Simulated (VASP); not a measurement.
**VASP 6.6.1 run: BeTe**

INCAR

```
EDIFF = 1E-7
NBANDS = 11
LWAVE = .FALSE.
ISIF = 2
GGA = PE
PREC = Low
ISMEAR = -1
LREAL = .FALSE.
IBRION = -1
SIGMA = 0.02
NELM = 86
ENCUT = 520
NSW = 0
LCHARG = .FALSE.
LASPH = .TRUE.
```

KPOINTS

```
KPOINTS created by Atomic Simulation Environment
0
Gamma
8 8 8
0 0 0
```

POSCAR

```
Be Te
 1.0000000000000000
     0.0000000000000000    2.8851960980000002    2.8851960980000002
     2.8851960980000002    0.0000000000000000    2.8851960980000002
     2.8851960980000002    2.8851960980000002    0.0000000000000000
 Be  Te
   1   1
Cartesian
  0.0000000000000000  0.0000000000000000  0.0000000000000000
  1.4425980489999999  1.4425980489999999  1.4425980489999999
```

The recommended PBE PAW datasets give the neutral cell 8 valence electrons.

Command

```
mpirun -np 1 vasp_std
```

OSZICAR

```
N       E                     dE             d eps       ncg     rms          rms(c)
DAV:   1     0.204953439018E+02    0.20495E+02   -0.32420E+03   638   0.579E+02
DAV:   2    -0.644144144702E+01   -0.26937E+02   -0.26069E+02   849   0.905E+01
DAV:   3    -0.767375272551E+01   -0.12323E+01   -0.12304E+01   844   0.206E+01
DAV:   4    -0.768555340603E+01   -0.11801E-01   -0.11799E-01   752   0.232E+00
DAV:   5    -0.768578721733E+01   -0.23381E-03   -0.23381E-03   810   0.317E-01    0.370E+00
DAV:   6    -0.762180084031E+01    0.63986E-01   -0.68930E-02   731   0.104E+00    0.224E+00
DAV:   7    -0.760136844993E+01    0.20432E-01   -0.74161E-02   734   0.120E+00    0.347E-01
DAV:   8    -0.760216129494E+01   -0.79285E-03   -0.46998E-03   724   0.382E-01    0.623E-02
DAV:   9    -0.760240254750E+01   -0.24125E-03   -0.27380E-04   758   0.973E-02    0.231E-02
DAV:  10    -0.760246022705E+01   -0.57680E-04   -0.68982E-05   726   0.423E-02    0.126E-02
DAV:  11    -0.760246374978E+01   -0.35227E-05   -0.31192E-06   781   0.106E-02    0.579E-03
DAV:  12    -0.760246515569E+01   -0.14059E-05   -0.27731E-06   695   0.916E-03    0.182E-03
DAV:  13    -0.760246518520E+01   -0.29507E-07   -0.16449E-08   682   0.892E-04
   1 F= -.76024652E+01 E0= -.76024652E+01  d E =-.123019E-11
```

From OUTCAR

```
k-points           NKPTS =     29   k-points in BZ     NKDIM =     29   number of bands    NBANDS=     11

   NELECT =       8.0000    total number of electrons

   dimension x,y,z NGX =    24 NGY =   24 NGZ =   24
   dimension x,y,z NGXF=    24 NGYF=   24 NGZF=   24

  energy-cutoff  :      520.00
  volume of cell :       48.03
      direct lattice vectors                 reciprocal lattice vectors
     0.000000000  2.885196098  2.885196098    -0.173298446  0.173298446  0.173298446
     2.885196098  0.000000000  2.885196098     0.173298446 -0.173298446  0.173298446
     2.885196098  2.885196098  0.000000000     0.173298446  0.173298446 -0.173298446

 k-points in reciprocal lattice and weights: KPOINTS created by Atomic Simulation Env
   0.00000000  0.00000000  0.00000000       0.002
   0.12500000  0.00000000  0.00000000       0.016
   0.25000000  0.00000000  0.00000000       0.016
   0.37500000  0.00000000  0.00000000       0.016
   0.50000000  0.00000000  0.00000000       0.008
   0.12500000  0.12500000  0.00000000       0.012
   0.25000000  0.12500000  0.00000000       0.047
   0.37500000  0.12500000  0.00000000       0.047
   ...

 E-fermi :   4.7555

 k-point     1 :       0.0000    0.0000    0.0000
  band No.  band energies     occupation
      1      -7.5289      2.00000
      2       4.3113      2.00000
      3       4.3113      2.00000
      4       4.3113      2.00000
      5       7.6172      0.00000
      6       7.9736      0.00000
      7       7.9736      0.00000
      8       7.9736      0.00000
      9      12.5128      0.00000
     10      14.4036      0.00000
     11      14.4036      0.00000

 k-point     2 :       0.1250    0.0000    0.0000
  band No.  band energies     occupation
      1      -7.3968      2.00000
      2       3.0843      2.00000
      3       4.1057      2.00000
      4       4.1058      2.00000
      5       7.6889      0.00000
      6       8.2826      0.00000
      7       8.2826      0.00000
      8       9.0444      0.00000
      9      12.9389      0.00000
     10      13.5637      0.00000
     11      13.5637      0.00000

 k-point     3 :       0.2500    0.0000    0.0000
  band No.  band energies     occupation
      1      -7.0358      2.00000
      2       1.2317      2.00000
      3       3.7133      2.00000
      4       3.7134      2.00000
      5       7.4545      0.00000
      6       8.7809      0.00000
      7       8.7809      0.00000
      8      10.9559      0.00000
      9      13.2646      0.00000
     10      13.2908      0.00000
     11      13.2908      0.00000

 k-point     4 :       0.3750    0.0000    0.0000
  band No.  band energies     occupation
      1      -6.5870      2.00000
      2      -0.2121      2.00000
      3       3.4063      2.00000
      4       3.4064      2.00000
      5       7.2642      0.00000
      6       8.9375      0.00000
      7       8.9375      0.00000
      8      12.0848      0.00000
      9      13.7163      0.00000
     10      14.2369      0.00000
     11      14.2369      0.00000

 k-point     5 :       0.5000    0.0000    0.0000
  band No.  band energies     occupation
      1      -6.3596      2.00000
      2      -0.7817      2.00000
      3       3.2954      2.00000
      4       3.2954      2.00000
      5       7.1958      0.00000
      6       8.9235      0.00000
      7       8.9235      0.00000
      8      12.1342      0.00000
      9      14.9294      0.00000
     10      15.5391      0.00000
     11      15.5391      0.00000

 ...

  Total       -0.8145674     -0.8145674     -0.8145674     -0.0000000     -0.0000000     -0.0000000
  in kB      -27.1694964    -27.1694964    -27.1694964     -0.0000000     -0.0000000     -0.0000000
  external PRESSURE =     -27.1694964 kB  Pullay stress =       0.0000000 kB

 POSITION                                       TOTAL-FORCE (eV/Angst)
 -----------------------------------------------------------------------------------
      0.00000      0.00000      0.00000        -0.000000     -0.000000     -0.000000
      1.44260      1.44260      1.44260         0.000000      0.000000      0.000000
 -----------------------------------------------------------------------------------
    total drift:                                0.000001      0.000001     -0.000000

  FREE ENERGIE OF THE ION-ELECTRON SYSTEM (eV)
  ---------------------------------------------------
  free  energy   TOTEN  =        -7.6024651852 eV

  energy  without entropy=       -7.6024651852  energy(sigma->0) =       -7.60246519
```

It converged. Results: gap between bands v and c on the k mesh 2.14 eV; least direct gap on the k mesh 3.31 eV; pressure -2.7 GPa. Band v is the last that the valence electrons fill when counted band by band, and c is the next.

For comparison, a separate PBE run of the intended cell, on usual settings and not on those above, gives a gap of 2.14 eV on its mesh and a pressure of -2.7 GPa.

The run above took about 4.9 s on one core of a shared host (Intel Xeon Platinum 8488C) and held 0.12 GiB at most.
